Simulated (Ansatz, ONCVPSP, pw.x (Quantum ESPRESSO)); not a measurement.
From atom to crystal: ONCV potential for cadmium (Cd)

| Item | Value |
| --- | --- |
| Element | cadmium |
| Generator | ONCVPSP 4.0.1.1 (patched build) |
| Type | optimised norm-conserving Vanderbilt (ONCV) |
| Functional | PBE |
| Relativity | scalar-relativistic |
| Frozen core | [Ar] 3d10 4s2 |
| Valence charge | 18 |
| Reference configuration | 4p6 4d10 5s2 |
| Partial waves | 5s: rc 2.40 bohr, ncon 4, nbas 9, qcut 2.7 1/bohr, 2 projectors, debl 2.8 Ha; 4p: rc 1.40 bohr, ncon 4, nbas 9, qcut 10.8 1/bohr, 3 projectors, debl 2.7 Ha; 4d: rc 1.80 bohr, ncon 3, nbas 8, qcut 9.9 1/bohr, 2 projectors, debl 3.3 Ha |
| Local potential | polynomial inside 1.05 bohr (lpopt 5, dvloc0 -1 Ha) |
| Core correction | Teter function, fcfact 2.25, rcfact 1.75 |

Crystal test: sc Cd in pw.x 7.5, no spin, 11³ k-points, Fermi–Dirac smearing 0.01 Ry, cutoffs 100/400 Ry. The reference is all-electron LAPW (Ansatz 0.2.0) with the same functional, mesh and smearing; V0 and B0 come from Birch–Murnaghan fits to the pressures at five volumes. Errors are pseudo minus all-electron; Δ is the rms difference of the E(V) curves that follow from these fits, minima aligned, over ±6 % about the mean V0. Mesh and smearing are coarse, so the numbers serve the comparison and aren't converged zero-temperature values; the lattice is a test structure that the element need not adopt.

All-electron: a0 = 2.995 Å (V0 = 26.87 Å³/atom), B0 = 30.3 GPa.

**Question.** How far does the potential miss the all-electron equation of state?

**Answer.** mean pressure error (GPa): -22.80. The pressure does not cross zero within the volumes sampled, so no fit is given. This is a poor potential for the solid. The pseudo pressure rises with volume over the whole range, a mechanical instability. Note: ghosts flagged at negative energy: s at -136.8 eV; no localised positive-energy state flagged. A true bound ghost makes a file unfit for plane-wave use.

```csv
V (Å³/atom),P all-electron (GPa),P pseudo (GPa)
25.526,1.81,-23.65
26.198,0.83,-23.19
26.870,-0.00,-22.71
27.542,-0.70,-22.17
28.213,-1.28,-21.62
```

**Question.** At the middle volume, how do free energy and pressure move when the wave cutoff is lowered (ecutrho kept at four times it)?

**Answer.**

```json
{"cutoff (Ry)": "45", "shift of F (meV/atom)": "+33327.0", "shift of P (GPa)": "-302.13"}
{"cutoff (Ry)": "60", "shift of F (meV/atom)": "+10992.6", "shift of P (GPa)": "-282.52"}
{"cutoff (Ry)": "80", "shift of F (meV/atom)": "+263.2", "shift of P (GPa)": "-15.59"}
```

The run at the middle volume (56 k-points, 17 iterations) took about 1.7 min on one core of a shared host (Neoverse-N1, 64 threads, 124 GiB, load 58).
